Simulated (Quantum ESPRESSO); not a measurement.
## AlCu3 under changes of volume

One of the cells (12.044 Å³/atom); the others are scaled copies at fixed shape and fractional positions:

```
Cu Al
1.0
     0.00000    2.88801    2.88801
     2.88801    0.00000    2.88801
     2.88801    2.88801    0.00000
Cu Al
3 1
Direct
  0.75000 0.75000 0.75000
  0.25000 0.25000 0.25000
  0.50000 0.50000 0.50000
  0.00000 0.00000 0.00000
```

The cell comes from a database or a generator and needn't be the stable form of this composition.

| Property | Result |
| --- | --- |
| Program | Quantum ESPRESSO 7.5 |
| Functional | PBEsol |
| Potentials or basis | GBRV 1.5 PBEsol |
| Cutoff | 762 eV |
| Density cutoff | 6095 eV |
| k mesh | 8 × 8 × 8 |
| Occupations | fermi-dirac, width 0.05 eV |
| Spin | no spin polarisation |

| volume (Å³/atom) | energy over the lowest point (meV/atom) | pressure (GPa) |
| --- | --- | --- |
| 11.321 | 21.09 | 9.9 |
| 11.562 | 8.56 | 5.9 |
| 11.803 | 1.74 | 2.4 |
| 12.044 | 0.00 | -0.8 |
| 12.285 | 2.78 | -3.7 |
| 12.526 | 9.58 | -6.1 |
| 12.767 | ? | ? |

Question: What does the run at 12.767 Å³/atom give?

Answer: Energy over the lowest point 19.98 meV/atom; pressure -8.4 GPa.

Worked out: A Birch-Murnaghan fit of order 3 (a polynomial in V^(-2/3)) to the other rows has its minimum at 12.01 Å³/atom with B0 = V·E''(V) = 152 GPa and B' = 4.8. It gives 19.96 meV/atom at 12.767 Å³/atom, against the run's 19.98, and -dE/dV = -8.0 GPa, against -8.4.

Energies are extrapolated to zero smearing.
